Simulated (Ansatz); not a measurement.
Input deck for Ansatz 0.2.0, then the block of the output on the nuclei.

The cell is an entry of the Crystallography Open Database (COD), relaxed with PBE at fixed cell and then changed (z compressed by 1 %, ions relaxed).

```yaml
crystal:
  lattice:
    - [4.2685, 0.0, 0.0]
    - [0.0, 4.2685, 0.0]
    - [0.0, 0.0, 4.225815]
  atoms:
    - { symbol: Cu, position: [0.25, 0.25, 0.25] }
    - { symbol: Cu, position: [0.25, 0.75, 0.75] }
    - { symbol: Cu, position: [0.75, 0.75, 0.25] }
    - { symbol: Cu, position: [0.75, 0.25, 0.75] }
    - { symbol: O, position: [0.0, 0.0, 0.0] }
    - { symbol: O, position: [0.5, 0.5, 0.5] }
kpoints:
  mp_grid: { grid: [7, 7, 7] }
scf:
  occupations: { method: fermi_dirac, width: 0.02 }
hamiltonian:
  xc: pbe
  pseudopotentials: { kind: paw }
output:
  forces: true
  stress: true
  populations: true
  efg:
    quadrupole_moments_barn: { Cu: -0.22, O: -0.02558 }
    contact_densities: true
relax:
  f_tol: 0.02
  max_steps: 60
```

```sh
ansatz run input.yaml --threads 1 --pin off --max-ram 3072MiB --backend cpu --events-out ev --progress --plain --runs-dir out
```

The run relaxes the ions first, and the block belongs to the relaxed positions.

Of the output, the block on the nuclei alone is shown; the set-up, the SCF iterations, energies, forces and stress are cut. One atom of each set with nearly equal values is shown.

```
--- PAW observables at the nuclei: V_zz in 10²¹ V/m², potentials from the cell's mean, atoms counted from 1 ---
  atom   1  Cu V_zz =    -5.378780   η = 0.0122   by run symmetry: allowed   C_q = +28.6128 MHz
            electrostatic potential = -3756.717944 V   contact ρ = 147557.463401 e/Å³
  atom   5  O  V_zz =    -0.126938   η = 0.0000   by run symmetry: allowed   C_q = +0.0785 MHz
            electrostatic potential = -623.288479 V   contact ρ = 2155.837097 e/Å³
```

The relaxation (1 step) took 8 s of wall time (8 s of CPU time) and 0.48 GiB at its peak, on 1 thread of Intel Xeon 6975P-C (Granite Rapids) (x86_64; 16 cores open to the job, memory cap 3.0 GiB, no GPU), a shared host with a load of 0.5 a core.

Semilocal functionals underestimate gradients at Cu(I) with two or three neighbours, in Cu₂O by a fifth to nearly a half. With a gap of 0.5 eV on this mesh, small gradients can still move by 0.1 × 10²¹ V/m² or more as the k-mesh gets denser.
